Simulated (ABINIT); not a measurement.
# In (P6_3/mmc) in ABINIT: reference runs

Reference runs on In: the cell as given and a disturbed copy.

Program: ABINIT 10.8.3 (patched build). These are calculated values, not measurements. Logs are shortened: lines on timing, memory, paths and dates and some standing lists are left out, and cuts for length are marked. The log counts tension as positive stress, the text compression.

### 1 Starting point

Symmetry: P6_3/mmc, No. 194, hexagonal system. The conventional cell has a = 3.335 Å, b = 3.335 Å, c = 5.509 Å, α = 90.00°, β = 90.00°, γ = 120.00°. Around In (site symmetry -6m2) lie 12 In at 3.34 to 3.36 Å.

This isn't the form of In at room conditions, which is tetragonal.

### 2 Single point, PBEsol

Input file run.abi:

```
# Pseudopotentials
pp_dirpath "./"
pseudos "In.upf"

# Structure
acell 3*1.0
rprim
     6.3031527308     0.0000000000     0.0000000000
    -3.1515763654     5.4586903889     0.0000000000
     0.0000000000     0.0000000000    10.4107713002
ntypat 1
znucl 49
natom 2
typat 1 1
xcart
     1.6677423912     0.9628715183     4.1318571900
    -0.0000000002     1.9257430369     1.3772857300 Angstrom

# Plane-wave basis
ecut 35.0

# k points
kptopt 1
ngkpt 9 9 5
nshiftk 1
shiftk 0.0 0.0 0.0

# Exchange and correlation
ixc -116133

# Bands and occupations
nband 17
occopt 3
tsmear 0.00183747

# SCF cycle
nstep 100
tolvrs 1.0e-10

# Output
iomode 3
prtwf 0
prtden 0
prteig 0
prtebands 0
enunit 2
```

Potentials or basis: PseudoDojo NC SR PBEsol v0.4.1 standard.

Run with:

```sh
$ abinit run.abi > log 2>&1
```

run.abo:

```text
.Version 10.8.3 of ABINIT
 Symmetries : space group P6_3/m m c (#194); Bravais hP (primitive hexag.)
================================================================================
 Values of the parameters that define the memory need of the present run
     intxc =       0    ionmov =       0      iscf =       7    lmnmax =       6
     lnmax =       6     mgfft =      60  mpssoang =       3    mqgrid =    3001
     natom =       2  nloc_mem =       1    nspden =       1   nspinor =       1
    nsppol =       1      nsym =      24    n1xccc =    2501    ntypat =       1
    occopt =       3   xclevel =       2
       mpw =        3592          nfft =       77760          nkpt =          36
================================================================================
================================================================================

--------------------------------------------------------------------------------
------------- Echo of variables that govern the present computation ------------
--------------------------------------------------------------------------------
 -outvars: echo values of preprocessed input variables --------
            acell      1.0000000000E+00  1.0000000000E+00  1.0000000000E+00 Bohr
              amu      1.14820000E+02
             ecut      3.50000000E+01 Hartree
           enunit           2
              ixc     -116133
         kptrlatt        9    0    0      0    9    0      0    0    5
          kptrlen      5.20538565E+01
            natom           2
            nband          17
            ngfft          36      36      60
             nkpt          36
            nstep         100
             nsym          24
           ntypat           1
           occopt           3
           prtden           0
        prtebands           0
           prteig           0
            prtwf           0
            rprim      6.3031527308E+00  0.0000000000E+00  0.0000000000E+00
                      -3.1515763654E+00  5.4586903889E+00  0.0000000000E+00
                       0.0000000000E+00  0.0000000000E+00  1.0410771300E+01
          spgroup         194
           tolvrs      1.00000000E-10
           tsmear      1.83747000E-03 Hartree
            typat      1  1
           xangst      1.6677423904E+00  9.6287151873E-01  4.1318571891E+00
                       5.7061511271E-10  1.9257430365E+00  1.3772857309E+00
            xcart      3.1515763665E+00  1.8195634648E+00  7.8080784787E+00
                       1.0783062863E-09  3.6391269278E+00  2.6026928286E+00
             xred      6.6666666701E-01  3.3333333368E-01  7.5000000034E-01
                       3.3333333368E-01  6.6666666701E-01  2.5000000034E-01
            znucl       49.00000

================================================================================

 chkinp: Checking input parameters for consistency.

================================================================================
== DATASET  1 ==================================================================

--- !DatasetInfo
iteration_state: {dtset: 1, }
dimensions: {natom: 2, nkpt: 36, mband: 17, nsppol: 1, nspinor: 1, nspden: 1, mpw: 3592, }
cutoff_energies: {ecut:  35.0, pawecutdg:  -1.0, }
electrons: {nelect:   2.60000000E+01, charge:   0.00000000E+00, occopt:   3.00000000E+00, tsmear:   1.83747000E-03, }
meta: {optdriver: 0, ionmov: 0, optcell: 0, iscf: 7, paral_kgb: 0, }
...

 Real(R)+Recip(G) space primitive vectors, cartesian coordinates (Bohr,Bohr^-1):
 R(1)=  6.3031527  0.0000000  0.0000000  G(1)=  0.1586508  0.0915971  0.0000000
 R(2)= -3.1515764  5.4586904  0.0000000  G(2)=  0.0000000  0.1831941  0.0000000
 R(3)=  0.0000000  0.0000000 10.4107713  G(3)=  0.0000000  0.0000000  0.0960544
 Unit cell volume ucvol=  3.5820298E+02 bohr^3
 Angles (23,13,12)=  9.00000000E+01  9.00000000E+01  1.20000000E+02 degrees

 getcut: wavevector=  0.0000  0.0000  0.0000  ngfft=  36  36  60
         ecut(hartree)=     35.000   => boxcut(ratio)=   2.14460

--- Pseudopotential description ------------------------------------------------
- pspini: atom type   1  psp file is ./In.upf
12 -116133 2 -1 1940                          pspcod,pspxc,lmax,lloc,mmax
     nproj     2     2     2

   1.30935196E+03                                ecore*ucvol(ha*bohr**3)
--------------------------------------------------------------------------------

================================================================================

--- !BeginCycle
iteration_state: {dtset: 1, }
solver: {iscf: 7, nstep: 100, nline: 4, wfoptalg: 0, }
tolerances: {tolvrs: 1.00E-10, }
...

     iter   Etot(hartree)      deltaE(h)  residm     vres2
 ETOT  1  -131.49616913826    -1.315E+02 9.008E-01 1.335E+02
 ETOT  2  -132.56055349760    -1.064E+00 3.097E-02 1.434E+02
 ETOT  3  -132.59050649298    -2.995E-02 1.324E-02 1.591E+01
 ETOT  4  -132.59373631878    -3.230E-03 3.859E-03 1.433E+00
 ETOT  5  -132.59405066426    -3.143E-04 1.633E-03 2.771E-03
 ETOT  6  -132.59405160656    -9.423E-07 5.842E-04 4.448E-04
 ETOT  7  -132.59405171522    -1.087E-07 1.953E-04 4.905E-06
 ETOT  8  -132.59405171643    -1.206E-09 1.145E-04 9.831E-07
 ETOT  9  -132.59405171666    -2.329E-10 1.856E-04 9.812E-09
 ETOT 10  -132.59405171667    -4.064E-12 1.198E-04 3.775E-12

 At SCF step   10       vres2   =  3.77E-12 < tolvrs=  1.00E-10 =>converged.

 Cartesian components of stress tensor (hartree/bohr^3)
  sigma(1 1)=  4.31015491E-05  sigma(3 2)=  0.00000000E+00
  sigma(2 2)=  4.31015487E-05  sigma(3 1)=  0.00000000E+00
  sigma(3 3)=  5.22683818E-05  sigma(2 1)=  0.00000000E+00

--- !ResultsGS
iteration_state: {dtset: 1, }
comment   : Summary of ground state results
lattice_vectors:
- [  6.3031527,   0.0000000,   0.0000000, ]
- [ -3.1515764,   5.4586904,   0.0000000, ]
- [  0.0000000,   0.0000000,  10.4107713, ]
lattice_lengths: [   6.30315,    6.30315,   10.41077, ]
lattice_angles: [ 90.000,  90.000, 120.000, ] # degrees, (23, 13, 12)
lattice_volume:   3.5820298E+02
convergence: {deltae: -4.064E-12, res2:  3.775E-12, residm:  1.198E-04, diffor: null, }
etotal    :  -1.32594052E+02
entropy   :   0.00000000E+00
fermie    :   2.34857684E-01
cartesian_stress_tensor: # hartree/bohr^3
- [  4.31015491E-05,   0.00000000E+00,   0.00000000E+00, ]
- [  0.00000000E+00,   4.31015487E-05,   0.00000000E+00, ]
- [  0.00000000E+00,   0.00000000E+00,   5.22683818E-05, ]
pressure_GPa:  -1.3580E+00
xred      :
- [  6.6667E-01,   3.3333E-01,   7.5000E-01, In]
- [  3.3333E-01,   6.6667E-01,   2.5000E-01, In]
cartesian_forces: # hartree/bohr
- [  6.83504357E-28,  -3.94621425E-28,  -0.00000000E+00, ]
- [ -6.83504357E-28,   3.94621425E-28,  -0.00000000E+00, ]
force_length_stats: {min:   7.89242850E-28, max:   7.89242850E-28, mean:   7.89242850E-28, }
...

 Integrated electronic density in atomic spheres:
 ------------------------------------------------
 Atom  Sphere_radius  Integrated_density
    1        2.00000          9.90895155
    2        2.00000          9.90895155
================================================================================

 ----iterations are completed or convergence reached----

 Mean square residual over all n,k,spin=   39.940E-08; max=  11.982E-05
 reduced coordinates (array xred) for    2 atoms
       0.666666667009      0.333333333676      0.750000000340
       0.333333333676      0.666666667009      0.250000000340
 rms dE/dt=  4.9747E-27; max dE/dt=  8.6165E-27; dE/dt below (all hartree)
    1      -0.000000000000      0.000000000000      0.000000000000
    2       0.000000000000      0.000000000000      0.000000000000

 cartesian coordinates (angstrom) at end:
    1      1.66774239042938     0.96287151872976     4.13185718906284
    2      0.00000000057062     1.92574303647024     1.37728573093716

 cartesian forces (hartree/bohr) at end:
    1      0.00000000000000    -0.00000000000000    -0.00000000000000
    2     -0.00000000000000     0.00000000000000    -0.00000000000000
 frms,max,avg= 4.5566957E-28 6.8350436E-28   0.000E+00  0.000E+00  0.000E+00 h/b

 cartesian forces (eV/Angstrom) at end:
    1      0.00000000000000    -0.00000000000000    -0.00000000000000
    2     -0.00000000000000     0.00000000000000    -0.00000000000000
 frms,max,avg= 2.3431471E-26 3.5147207E-26   0.000E+00  0.000E+00  0.000E+00 e/A
 length scales=  1.000000000000  1.000000000000  1.000000000000 bohr
              =  0.529177210544  0.529177210544  0.529177210544 angstroms
 Fermi (or HOMO) energy (hartree) =   0.23486   Average Vxc (hartree)=  -0.39152
 Eigenvalues (hartree) for nkpt=  36  k points:
 kpt#   1, nband= 17, wtk=  0.00247, kpt=  0.0000  0.0000  0.0000 (reduced coord)
  -0.30438   -0.30231   -0.30133   -0.30133   -0.30035   -0.30035   -0.29765   -0.29765
  -0.29107   -0.29107   -0.11479    0.06931    0.10947    0.54088    0.54088    0.60661
   0.60832
      occupation numbers for kpt#   1
   2.00000    2.00000    2.00000    2.00000    2.00000    2.00000    2.00000    2.00000
   2.00000    2.00000    2.00000    2.00000    2.00000    0.00000    0.00000    0.00000
   0.00000
 prteigrs : prtvol=0 or 1, do not print more k-points.

 Fermi (or HOMO) energy (eV) =   6.39080   Average Vxc (eV)= -10.65384
 Eigenvalues (   eV  ) for nkpt=  36  k points:
 kpt#   1, nband= 17, wtk=  0.00247, kpt=  0.0000  0.0000  0.0000 (reduced coord)
  -8.28270   -8.22637   -8.19959   -8.19959   -8.17282   -8.17282   -8.09947   -8.09947
  -7.92043   -7.92043   -3.12357    1.88597    2.97887   14.71818   14.71818   16.50672
  16.55313
 prteigrs : prtvol=0 or 1, do not print more k-points.

--- !EnergyTerms
iteration_state     : {dtset: 1, }
comment             : Components of total free energy in Hartree
kinetic             :  8.34683942544243E+01
hartree             :  2.76547738730291E+01
xc                  : -3.96354267509281E+01
Ewald energy        : -8.65905105065267E+01
psp_core            :  3.65533516914618E+00
local_psp           : -9.17431833482723E+01
non_local_psp       : -2.94029263242558E+01
internal            : -1.32593543633383E+02
'-kT*entropy'       : -5.08083282835349E-04
total_energy        : -1.32594051716666E+02
total_energy_eV     : -3.60806795518178E+03
band_energy         : -5.40315537778984E+00
...

 Cartesian components of stress tensor (hartree/bohr^3)
  sigma(1 1)=  4.31015491E-05  sigma(3 2)=  0.00000000E+00
  sigma(2 2)=  4.31015487E-05  sigma(3 1)=  0.00000000E+00
  sigma(3 3)=  5.22683818E-05  sigma(2 1)=  0.00000000E+00

-Cartesian components of stress tensor (GPa)         [Pressure= -1.3580E+00 GPa]
- sigma(1 1)=  1.26809135E+00  sigma(3 2)=  0.00000000E+00
- sigma(2 2)=  1.26809134E+00  sigma(3 1)=  0.00000000E+00
- sigma(3 3)=  1.53778888E+00  sigma(2 1)=  0.00000000E+00

== END DATASET(S) ==============================================================
================================================================================

 -outvars: echo values of variables after computation  --------
            acell      1.0000000000E+00  1.0000000000E+00  1.0000000000E+00 Bohr
           etotal     -1.3259405172E+02
            fcart      6.8350435743E-28 -3.9462142475E-28 -0.0000000000E+00
                      -6.8350435743E-28  3.9462142475E-28 -0.0000000000E+00
            rprim      6.3031527308E+00  0.0000000000E+00  0.0000000000E+00
                      -3.1515763654E+00  5.4586903889E+00  0.0000000000E+00
                       0.0000000000E+00  0.0000000000E+00  1.0410771300E+01
           strten      4.3101549068E-05  4.3101548716E-05  5.2268381781E-05
                       0.0000000000E+00  0.0000000000E+00  0.0000000000E+00
           xangst      1.6677423904E+00  9.6287151873E-01  4.1318571891E+00
                       5.7061511271E-10  1.9257430365E+00  1.3772857309E+00
             xred      6.6666666701E-01  3.3333333368E-01  7.5000000034E-01
                       3.3333333368E-01  6.6666666701E-01  2.5000000034E-01
 Calculation completed.
```

It took 67 s on 1 thread of Arm Neoverse V1, shared host; peak memory 0.1 GiB.

Results:

```yaml
Free_energy: -3608.0680 eV
Pressure: -1.4 GPa
Band_gap_on_the_k_mesh: none (metal or under the smearing width)
Valence_electrons_inside_the_program's_atomic_spheres: In 9.91 (radii [1.0584] Å)
```

### 3 Single point, PBEsol (atoms moved at random, drawn with an rms of 0.05 Å)

Input file run.abi:

```
# Pseudopotentials
pp_dirpath "./"
pseudos "In.upf"

# Structure
acell 6.3031527308 6.3031527309 10.4107713002
rprim
     1.0000000000     0.0000000000     0.0000000000
    -0.5000000000     0.8660254038     0.0000000000
     0.0000000000     0.0000000000     1.0000000000
ntypat 1
znucl 49
natom 2
typat 1 1
xred
     0.6700150000     0.3359070000     0.7490450000
     0.3203740000     0.6802210000     0.2562600000
chkprim 0
chksymtnons 0
tolsym 1.0e-6

# Plane-wave basis
ecut 952.398519 eV

# k points
kptopt 1
ngkpt 9 9 5
nshiftk 1
shiftk 0.0 0.0 0.0

# Exchange and correlation
ixc -116133

# Bands and occupations
nband 17
occopt 3
tsmear 0.00183747

# SCF cycle
nstep 100
tolvrs 1.0e-10

# Output
iomode 3
prtwf 0
prtden 0
prteig 0
prtebands 0
```

Potentials or basis: PseudoDojo NC SR PBEsol v0.4.1 standard.

Run with:

```sh
$ abinit run.abi > log 2>&1
```

run.abo:

```text
.Version 10.8.3 of ABINIT
 Symmetries : space group P-1 (#  2); Bravais aP (primitive triclinic)
================================================================================
 Values of the parameters that define the memory need of the present run
     intxc =       0    ionmov =       0      iscf =       7    lmnmax =       6
     lnmax =       6     mgfft =      60  mpssoang =       3    mqgrid =    3001
     natom =       2  nloc_mem =       1    nspden =       1   nspinor =       1
    nsppol =       1      nsym =       2    n1xccc =    2501    ntypat =       1
    occopt =       3   xclevel =       2
       mpw =        3592          nfft =       77760          nkpt =         203
================================================================================
================================================================================

--------------------------------------------------------------------------------
------------- Echo of variables that govern the present computation ------------
[... 199 lines left out ...]
- sigma(2 2)=  1.18570146E+00  sigma(3 1)=  1.60348133E-02
- sigma(3 3)=  1.45494328E+00  sigma(2 1)= -1.55792544E-01

== END DATASET(S) ==============================================================
================================================================================

 -outvars: echo values of variables after computation  --------
            acell      6.3031527308E+00  6.3031527309E+00  1.0410771300E+01 Bohr
           etotal     -1.3259395719E+02
            fcart     -2.5916133912E-04  1.0522833778E-04  1.9553188524E-03
                       2.5916133912E-04 -1.0522833778E-04 -1.9553188524E-03
            rprim      1.0000000000E+00  0.0000000000E+00  0.0000000000E+00
                      -5.0000000000E-01  8.6602540380E-01  0.0000000000E+00
                       0.0000000000E+00  0.0000000000E+00  1.0000000000E+00
           strten      4.5268070023E-05  4.0301173488E-05  4.9452517012E-05
                      -2.0542698941E-07  5.4501222802E-07 -5.2952809408E-06
           xangst      1.6746184917E+00  9.7030584875E-01  4.1265959557E+00
                      -6.5830795373E-02  1.9648962800E+00  1.4117729637E+00
             xred      6.7001500000E-01  3.3590700000E-01  7.4904500000E-01
                       3.2037400000E-01  6.8022100000E-01  2.5626000000E-01
 Calculation completed.
```

Wall time 6.5 min (1 thread of Arm Neoverse V1, shared host); peak memory 0.26 GiB.

What came out:

```
Free energy                                           : -3608.0654 eV
Pressure                                              : -1.3 GPa
Largest force                                         : 0.102 eV/Å
Band gap on the k mesh                                : none (metal or under the smearing width)
Valence electrons inside the program's atomic spheres : In 9.91 (radii [1.0584] Å)
```

Forces on the atoms (eV/Å):
```
In  -0.013  0.005  0.101
In   0.013 -0.005 -0.101
```
